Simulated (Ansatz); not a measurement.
# A defect in a wire: Ta wire along [100], 4 atoms a period, S in place of one Ta

Wanted: the relaxed defect and the transmission past it, beside the channels of the perfect wire.

Main program and level: Ansatz 0.2.0; DFT PBE, plane waves, PAW; relaxation of a wire's period, in the first sound run; inputs show where later runs differ.

### Step 1. The starting structure

The cell holds 4 atoms: 4 Ta. Cell: a = 10.120 Å, b = 10.120 Å, c = 3.320 Å, α = 90.0°, β = 90.0°, γ = 90.0°. Vacuum lies along a and b. The structure's axis is c.

### Step 2. Relaxation of atoms and period

Band widths follow the bond lengths, so the wire is relaxed first. The atoms and the third cell vector are free; the box across stays fixed as vacuum. A Fermi-Dirac smearing is set since the result may be a metal. The pressure printed is a third of the stress's trace over the whole box, vacuum included; only the stress along the axis is relaxed.

Input file input.yaml:

```yaml
crystal:
  lattice:
    - [10.12, 0.0, 0.0]
    - [0.0, 10.12, 0.0]
    - [0.0, 0.0, 3.32]
  atoms:
    - { symbol: Ta, position: [0.335968379, 0.5, 0.0] }
    - { symbol: Ta, position: [0.664031621, 0.5, 0.0] }
    - { symbol: Ta, position: [0.5, 0.335968379, 0.5] }
    - { symbol: Ta, position: [0.5, 0.664031621, 0.5] }
kpoints:
  mp_grid: { grid: [1, 1, 25] }
scf:
  occupations: { method: fermi_dirac, width: 0.05 }
hamiltonian:
  xc: pbe
relax:
  cell: { fix: [a, b, alpha, beta, gamma] }
  max_steps: 60
```

On the command line:

```bash
> ansatz run input.yaml --threads 4 --pin off --max-ram 16384MiB --backend cpu --events-out ev --progress --plain --runs-dir out
```

Numbers of over 12 decimals in the logs are rounded to 6 here.

Log:

```text
Engine: ansatz 0.2.0, aarch64-unknown-linux-gnu
Pseudopotentials: kind: paw
Pseudopotential: Ta, paw, valence charge 13, recommended cutoff 420 eV (normal), Ta.paw.azcp
Functional definition: PBE
  parameter kappa = 0.804
  parameter beta = 0.066725
  exchange = pbe_x(kappa = kappa, mu = beta*pi^2/3)
  correlation = pbe_c(beta = beta)
Crystal: 4 atoms, lattice volume = 340.016 Å³
Basis set: ecut = 420 eV, 6687 PW (Γ), exchange–correlation on 144×144×48 points (8 copies of the dense FFT grid, shifted against one another)
Bands: 32, of which v1, the nominal top of the filled ones, is band 26 counted from 1 (25 counted from 0)
Symmetry: 16 space group operations
Space group: P42/mmc (ITA 131), of the structure as read, at distance tolerance 7.0e-5 Å
k-points: 13 of 25
Non-local potential: Ta, projectors of the file, l = 0: 3, l = 1: 2, l = 2: 2, l = 3: 1
PAW form: soft (Blöchl's): semilocal exchange-correlation on the pseudo side does not see the compensation charge
PAW one-centre angular grid: Ta, 590 points (default); XC on 64 Gauss nodes
Initial density: superposition of atomic densities (neutral atoms: chi_scale 0, normalization atom), corrected by the library's trained network
Initial wavefunctions: pseudopotential atomic-orbital guess
Functional: x = pbe(κ = 0.804, μ = 0.219515), c = pbe(β = 0.066725)
SCF iter   1: F=—  HF=-39719.548986 eV  |F-HF|=—  |Δ(HF+E_count)|=         —  Δρ=4.90e-3  dr2=1.94e-1  ethr=1.77e-3  ⟨swp⟩=7.1  Hψ=1761  notcnv=0
preconditioner: auto → LDOS  [insulator: Δε(μ)=0.130 eV  Ē_g=2.732 eV  σ=0.050 eV  W_gap=0.57  n_scr=46 (ndim 8)  ℏωp=9.0 eV  f_vac=0.543  D(μ)=4.88/eV (n_scr^D=20)  ε∞_Penn≈11.9  β→1.0]
SCF iter   2: F=—  HF=-39719.536328 eV  |F-HF|=—  |Δ(HF+E_count)|=   1.27e-2  Δρ=1.94e-3  dr2=3.77e-2  ethr=3.74e-4  ⟨swp⟩=3.8  Hψ=804  notcnv=0
SCF iter   3: F=—  HF=-39719.534726 eV  |F-HF|=—  |Δ(HF+E_count)|=   1.60e-3  Δρ=9.42e-4  dr2=1.29e-2  ethr=7.25e-5  ⟨swp⟩=3.0  Hψ=768  notcnv=0
SCF iter   4: F=—  HF=-39719.533906 eV  |F-HF|=—  |Δ(HF+E_count)|=   8.20e-4  Δρ=3.98e-4  dr2=1.66e-3  ethr=2.48e-5  ⟨swp⟩=2.1  Hψ=578  notcnv=0
SCF iter   5: F=—  HF=-39719.533809 eV  |F-HF|=—  |Δ(HF+E_count)|=   9.76e-5  Δρ=8.48e-5  dr2=9.94e-5  ethr=3.20e-6  ⟨swp⟩=2.2  Hψ=502  notcnv=0
SCF iter   6: F=—  HF=-39719.533999 eV  |F-HF|=—  |Δ(HF+E_count)|=   1.90e-4  Δρ=1.52e-5  dr2=1.56e-6  ethr=1.91e-7  ⟨swp⟩=2.0  Hψ=549  notcnv=0
SCF iter   7: F=-39719.533999 eV  HF=-39719.533999 eV  |F-HF|=4.11e-8  |Δ(HF+E_count)|=   7.75e-7  Δρ=3.66e-6  dr2=5.38e-8  ethr=1.92e-10  ⟨swp⟩=4.5  Hψ=2107  notcnv=0
SCF 1 converged in 7 iterations: F = -39719.533999 eV  dr2 = 5.38e-8
  greatest PAW one-centre occupation: 0.999 electrons in one spin orbital (limit 2), on the Ta atom at site 3 (counted from 0), in its partial waves of l = 0
relax step   1: F+E_penalty+E_count = -39719.53399937 eV  Δ(F+E_penalty+E_count) = +0.000e0 eV  max|allowed force component| = 3.255e0 eV/Å  Δτ_max = 0.0000 Å  P = -6.114 GPa  Ω = 340.016 Å³  fix = [a, b, alpha, beta, gamma]  reactions: a -5.187, b -5.187 GPa  (7 SCF iters, dr2 threshold 1.00e-7 eV, accepted)
Crystal: 4 atoms, lattice volume = 332.255 Å³
Basis set: ecut = 420 eV, 6535 PW (Γ), exchange–correlation on 144×144×48 points (8 copies of the dense FFT grid, shifted against one another)
Initial density: handed on by an earlier stage of this run
Initial wavefunctions: those handed on with the density
SCF iter   1: F=—  HF=-39721.543820 eV  |F-HF|=—  |Δ(HF+E_count)|=         —  Δρ=1.55e-2  dr2=2.38e0  ethr=3.10e-3  ⟨swp⟩=11.8  Hψ=2321  notcnv=0
preconditioner: auto → LDOS  [metal: Δε(μ)=0.049 eV  Ē_g=3.550 eV  σ=0.050 eV  W_gap=0.24  n_scr=38 (ndim 8)  ℏωp=9.1 eV  f_vac=0.595  D(μ)=6.00/eV (n_scr^D=24)  β→1.0]
SCF iter   2: F=—  HF=-39721.361653 eV  |F-HF|=—  |Δ(HF+E_count)|=   1.82e-1  Δρ=1.10e-2  dr2=1.48e0  ethr=3.10e-3  ⟨swp⟩=3.9  Hψ=1005  notcnv=0  defer=2
SCF iter   3: F=—  HF=-39721.133868 eV  |F-HF|=—  |Δ(HF+E_count)|=   2.28e-1  Δρ=2.02e-3  dr2=4.20e-2  ethr=2.85e-3  ⟨swp⟩=3.2  Hψ=799  notcnv=0
SCF iter   4: F=—  HF=-39721.132360 eV  |F-HF|=—  |Δ(HF+E_count)|=   1.51e-3  Δρ=6.10e-4  dr2=2.41e-3  ethr=8.07e-5  ⟨swp⟩=2.4  Hψ=756  notcnv=0
SCF iter   5: F=—  HF=-39721.133514 eV  |F-HF|=—  |Δ(HF+E_count)|=   1.15e-3  Δρ=1.62e-4  dr2=1.56e-4  ethr=4.63e-6  ⟨swp⟩=2.2  Hψ=604  notcnv=0
SCF iter   6: F=—  HF=-39721.133778 eV  |F-HF|=—  |Δ(HF+E_count)|=   2.64e-4  Δρ=3.55e-5  dr2=4.13e-6  ethr=2.99e-7  ⟨swp⟩=2.4  Hψ=612  notcnv=0
SCF iter   7: F=-39721.133785 eV  HF=-39721.133785 eV  |F-HF|=1.54e-7  |Δ(HF+E_count)|=   6.59e-6  Δρ=6.36e-6  dr2=1.62e-7  ethr=7.69e-10  ⟨swp⟩=6.5  Hψ=1832  notcnv=0
SCF 2 converged in 7 iterations: F = -39721.133785 eV  dr2 = 1.62e-7
  greatest PAW one-centre occupation: 1.000 electrons in one spin orbital (limit 2), on the Ta atom at site 3 (counted from 0), in its partial waves of l = 0
relax step   2: F+E_penalty+E_count = -39721.13378505 eV  Δ(F+E_penalty+E_count) = -1.600e0 eV  max|allowed force component| = 4.878e-1 eV/Å  Δτ_max = 0.1911 Å  P = +0.107 GPa  Ω = 332.255 Å³  energy of the carried Pulay correction = +4.911e-4 eV  fix = [a, b, alpha, beta, gamma]  reactions: a +0.651, b +0.651 GPa  (7 SCF iters, dr2 threshold 4.00e-7 eV, accepted)
Crystal: 4 atoms, lattice volume = 315.672 Å³
Basis set: ecut = 420 eV, 6143 PW (Γ), exchange–correlation on 144×144×48 points (8 copies of the dense FFT grid, shifted against one another)
iter 1 solved again at ethr=1.96e-4 eV; its pass at ethr=3.10e-3 eV (dr2=1.02e-1 eV) is discarded
SCF iter   1: F=—  HF=-39721.186202 eV  |F-HF|=—  |Δ(HF+E_count)|=         —  Δρ=6.11e-3  dr2=1.02e-1  ethr=1.96e-4  ⟨swp⟩=1.7  Hψ=2718  notcnv=0
preconditioner: auto → LDOS  [metal: Δε(μ)=0.083 eV  Ē_g=3.230 eV  σ=0.050 eV  W_gap=0.39  n_scr=36 (ndim 8)  ℏωp=9.3 eV  f_vac=0.569  D(μ)=5.23/eV (n_scr^D=20)  β→1.0]
SCF iter   2: F=—  HF=-39721.187928 eV  |F-HF|=—  |Δ(HF+E_count)|=   1.73e-3  Δρ=3.14e-3  dr2=1.47e-1  ethr=1.96e-4  ⟨swp⟩=3.3  Hψ=890  notcnv=0
SCF iter   3: F=—  HF=-39721.163474 eV  |F-HF|=—  |Δ(HF+E_count)|=   2.45e-2  Δρ=9.00e-4  dr2=4.17e-3  ethr=1.96e-4  ⟨swp⟩=3.3  Hψ=878  notcnv=0
SCF iter   4: F=—  HF=-39721.163377 eV  |F-HF|=—  |Δ(HF+E_count)|=   9.62e-5  Δρ=1.89e-4  dr2=2.25e-4  ethr=8.02e-6  ⟨swp⟩=2.8  Hψ=833  notcnv=0
SCF iter   5: F=—  HF=-39721.163663 eV  |F-HF|=—  |Δ(HF+E_count)|=   2.86e-4  Δρ=5.64e-5  dr2=1.78e-5  ethr=4.32e-7  ⟨swp⟩=2.0  Hψ=549  notcnv=0
SCF iter   6: F=-39721.163674 eV  HF=-39721.163673 eV  |F-HF|=4.31e-7  |Δ(HF+E_count)|=   1.02e-5  Δρ=9.81e-6  dr2=3.12e-7  ethr=7.69e-10  ⟨swp⟩=5.0  Hψ=2066  notcnv=0
SCF 3 converged in 6 iterations: F = -39721.163674 eV  dr2 = 3.12e-7
relax step   3: F+E_penalty+E_count = -39721.16367364 eV  Δ(F+E_penalty+E_count) = -2.989e-2 eV  max|allowed force component| = 2.208e-1 eV/Å  Δτ_max = 0.0700 Å  P = -0.323 GPa  Ω = 315.672 Å³  energy of the carried Pulay correction = +1.579e-3 eV  fix = [a, b, alpha, beta, gamma]  reactions: a -0.378, b -0.378 GPa  (6 SCF iters, dr2 threshold 4.00e-7 eV, accepted)
[...]
relax step   4: F+E_penalty+E_count = -39721.17105353 eV  Δ(F+E_penalty+E_count) = -7.380e-3 eV  max|allowed force component| = 7.336e-2 eV/Å  Δτ_max = 0.0125 Å  P = +0.011 GPa  Ω = 316.604 Å³  energy of the carried Pulay correction = +1.517e-3 eV  fix = [a, b, alpha, beta, gamma]  reactions: a -0.143, b -0.143 GPa  (6 SCF iters, dr2 threshold 4.00e-7 eV, accepted)
[...]
relax step   5: F+E_penalty+E_count = -39721.03990766 eV  Δ(F+E_penalty+E_count) = +1.311e-1 eV  max|allowed force component| = 1.460e0 eV/Å  Δτ_max = 0.0829 Å  P = +1.528 GPa  Ω = 329.670 Å³  energy of the carried Pulay correction = +6.572e-4 eV  fix = [a, b, alpha, beta, gamma]  (7 SCF iters, dr2 threshold 3.36e-7 eV, rejected (line search))
[...]
relax step   6: F+E_penalty+E_count = -39721.19270372 eV  Δ(F+E_penalty+E_count) = -2.165e-2 eV  max|allowed force component| = 2.281e-2 eV/Å  Δτ_max = 0.0232 Å  P = -0.014 GPa  Ω = 322.866 Å³  energy of the carried Pulay correction = +1.101e-3 eV  fix = [a, b, alpha, beta, gamma]  reactions: a -0.062, b -0.062 GPa  (10 SCF iters, accepted)
[...]
relax step   7: F+E_penalty+E_count = -39721.19249426 eV  Δ(F+E_penalty+E_count) = +2.095e-4 eV  max|allowed force component| = 3.152e-2 eV/Å  Δτ_max = 0.0045 Å  P = -0.020 GPa  Ω = 324.181 Å³  energy of the carried Pulay correction = +1.014e-3 eV  fix = [a, b, alpha, beta, gamma]  (6 SCF iters, dr2 threshold 3.25e-8 eV, rejected (line search))
[...]
relax step   8: F+E_penalty+E_count = -39721.19290074 eV  Δ(F+E_penalty+E_count) = -1.970e-4 eV  max|allowed force component| = 5.659e-3 eV/Å  Δτ_max = 0.0023 Å  P = -0.015 GPa  Ω = 323.523 Å³  energy of the carried Pulay correction = +1.057e-3 eV  fix = [a, b, alpha, beta, gamma]  reactions: a -0.020, b -0.020 GPa  (8 SCF iters, accepted)
Initial wavefunctions: pseudopotential atomic-orbital guess (no wavefunctions were taken with the density)
iter 1 solved again at ethr=9.57e-8 eV; its pass at ethr=3.10e-3 eV (dr2=4.97e-5 eV) is discarded
SCF iter   1: F=—  HF=-39721.191908 eV  |F-HF|=—  |Δ(HF+E_count)|=         —  Δρ=4.02e-5  dr2=5.60e-7  ethr=9.57e-8  ⟨swp⟩=5.8  Hψ=3513  notcnv=0
preconditioner: auto → LDOS  [metal: Δε(μ)=0.092 eV  Ē_g=3.278 eV  σ=0.050 eV  W_gap=0.39  n_scr=38 (ndim 8)  ℏωp=9.2 eV  f_vac=0.583  D(μ)=4.96/eV (n_scr^D=20)  β→1.0]
SCF iter   2: F=—  HF=-39721.192068 eV  |F-HF|=—  |Δ(HF+E_count)|=   1.59e-4  Δρ=2.85e-6  dr2=1.11e-8  ethr=1.08e-9  ⟨swp⟩=2.4  Hψ=772  notcnv=0
SCF iter   3: F=—  HF=-39721.192068 eV  |F-HF|=—  |Δ(HF+E_count)|=  6.62e-10  Δρ=5.65e-7  dr2=1.39e-9  ethr=2.13e-11  ⟨swp⟩=2.8  Hψ=855  notcnv=0
SCF iter   4: F=—  HF=-39721.192068 eV  |F-HF|=—  |Δ(HF+E_count)|=  4.07e-10  Δρ=1.87e-7  dr2=4.46e-10  ethr=2.67e-12  ⟨swp⟩=2.6  Hψ=840  notcnv=0
SCF iter   5: F=-39721.192068 eV  HF=-39721.192068 eV  |F-HF|=2.18e-11  |Δ(HF+E_count)|=    0.00e0  Δρ=6.64e-8  dr2=1.25e-11  ethr=1.00e-12  ⟨swp⟩=4.2  Hψ=1881  notcnv=0
SCF 9 converged in 5 iterations: F = -39721.192068 eV  dr2 = 1.25e-11
relax step   9: F+E_penalty+E_count = -39721.19206754 eV  Δ(F+E_penalty+E_count) = +8.332e-4 eV  max|allowed force component| = 5.969e-3 eV/Å  Δτ_max = 0.0000 Å  P = -0.016 GPa  Ω = 323.523 Å³  fix = [a, b, alpha, beta, gamma]  reactions: a -0.020, b -0.020 GPa  stress off target by 9.36e-3 GPa on what of the cell is left free  SCF on the basis re-selected at this cell (its energy is not comparable with the rows above)  (5 SCF iters)
basis re-selected at this cell: Δ(F+E_penalty+E_count) = +8.332e-4 eV, ΔP = -0.001 GPa vs the last step (what re-selecting the basis moved, of the pressure what is left beyond the Pulay correction that the steps carried, after the strain that the cell walked since its last selection, with what the two solves' SCF thresholds leave and, on support functions, any second-order correction that the steps lacked; it is no m [...]
SCF converged after 5 iterations
Free energy (F): -39721.192068 eV
Harris-Foulkes:  -39721.192068 eV  (|F-HF|=2.18e-11)
Internal energy: -39721.151017 eV  (E = F + TS)
E sigma→0 (E₀):  -39721.171542 eV
Entropy (-TS):   -0.041050 eV (-10.263 meV/atom)
Fermi energy:    1.740860 eV
--- Per-component energies (eV) ---
  E_band       = -1317.107379
  E_kinetic    = 1457.241138
  E_local      = -14420.957641  (includes V_loc(G=0)·N_el)
  E_nonlocal   = 66.453650
  E_hartree    = 6418.763675
  E_xc         = -866.236003
  E_vxc        = -805.933977  (∫ρ·V_xc dr)
  E_paw        = -33587.010658  (= ΣΔE_a)
  E_vpaw       = -451.438269  (= ΣTr[D̂ρ^β])
  E_aug_tail   = 0.000594  (compensation charges beyond the density's cutoff)
  E_ewald      = 1210.594228
  E_smearing   = -0.041050  (= −TS)
  E_closure    = -0.000000  (closes the sum)
  Σ components = -39721.192068   (vs F -39721.192068, Δ=0.00e0)
--- Forces (eV/Å), atoms counted from 1 ---
  atom   1  Ta    -0.00596862    -0.00000000    -0.00000000
  atom   2  Ta     0.00596862     0.00000000    -0.00000000
  atom   3  Ta     0.00000000    -0.00596862    -0.00000000
  atom   4  Ta    -0.00000000     0.00596862    -0.00000000
  max |Σ_I F_I| component: 8.67e-19 eV/Å
--- Stress (GPa, compression-positive) ---
       -0.019537       0.000000       0.000000
        0.000000      -0.019537       0.000000
        0.000000       0.000000      -0.009357
  P = ⅓ Tr σ = -0.0161 GPa (-0.161 kbar)
--- Relaxed structure (8 steps of the walk, 6 accepted, 1 SCFs on fresh bases) ---
  F+E_penalty+E_count = -39721.19206754 eV   max|allowed force component| = 5.969e-3 eV/Å   (the final SCF, on the basis selected at the relaxed cell)
  cell:  # Å, volume = 323.5231 Å³
    - [10.12, 0.0, 0.0]
    - [0.0, 10.12, 0.0]
    - [0.0, 0.0, 3.158961]
  atoms:
    - { symbol: Ta, position: [0.351692, 0.500000, 0.0] }
    - { symbol: Ta, position: [0.648308, 0.500000, 0.0] }
    - { symbol: Ta, position: [0.500000, 0.351692, 0.5] }
    - { symbol: Ta, position: [0.500000, 0.648308, 0.5] }
```

The job ended after 19 s (4 threads of Arm Neoverse V1, shared host; peak memory 0.67 GiB; 73 s of CPU time).

Step by step:

| step | energy less that of the first step (eV) | largest force component (eV/Å) | pressure (GPa) | volume (Å³) |
| --- | --- | --- | --- | --- |
| 1 | 0.0000 | 3.2554 | -6.11 | 340.02 |
| 2 | -1.5998 | 0.4878 | 0.11 | 332.25 |
| 3 | -1.6297 | 0.2208 | -0.32 | 315.67 |
| 4 | -1.6371 | 0.0734 | 0.01 | 316.60 |
| 5 | -1.5059 | 1.4602 | 1.53 | 329.67 |
| 6 | -1.6587 | 0.0228 | -0.01 | 322.87 |
| 7 | -1.6585 | 0.0315 | -0.02 | 324.18 |
| 8 | -1.6589 | 0.0057 | -0.01 | 323.52 |
| 9* | -1.6581 | 0.0060 | -0.02 | 323.52 |

Relaxation steps marked * repeat the geometry before them on a plane-wave basis chosen anew for their cell, so energy and pressure can jump there. Relaxation steps 5, 7 were tried and not accepted.

Forces are held to the 16 operations that the run works with; a distortion that breaks them can't arise in this run.

```
cell as run  before  after  change
      c (Å)   3.320  3.159  -4.9 %
```

The atoms that moved most (Å, along periodic axes as changes of fractional coordinates times the final cell, across vacuum about the mean position):

```csv
atom,dx,dy,dz,length
Ta2,-0.159,0.000,0.000,0.159
Ta4,0.000,-0.159,0.000,0.159
Ta1,0.159,0.000,0.000,0.159
Ta3,0.000,0.159,0.000,0.159
```

Final coordinates:

```cif
data_structure
_symmetry_space_group_name_H-M 'P 1'
_symmetry_Int_Tables_number 1
_cell_length_a 10.1200
_cell_length_b 10.1200
_cell_length_c 3.1590
_cell_angle_alpha 90.000
_cell_angle_beta 90.000
_cell_angle_gamma 90.000
_cell_volume 323.52
loop_
_atom_site_label
_atom_site_type_symbol
_atom_site_fract_x
_atom_site_fract_y
_atom_site_fract_z
_atom_site_occupancy
Ta1 Ta 0.35169 0.50000 0.00000 1
Ta2 Ta 0.64831 0.50000 0.00000 1
Ta3 Ta 0.50000 0.35169 0.50000 1
Ta4 Ta 0.50000 0.64831 0.50000 1
```

This step gave:

```
energy at zero smearing    : -39721.1715 eV
cell length along the wire : 3.159 Å
```

The cell's length comes to 3.159 Å with spin left out.

[end of part 1 of 3]

[Logs are printed without paths, hosts, clocks, repeated set-up lines and the standing remarks that a program may print on its own settings, such as how far it seeks lower states.]

[Hosts, paths, dates, database ids (printed as entryN), source tags and the programs' standing remarks are cut or masked in the printed files.]
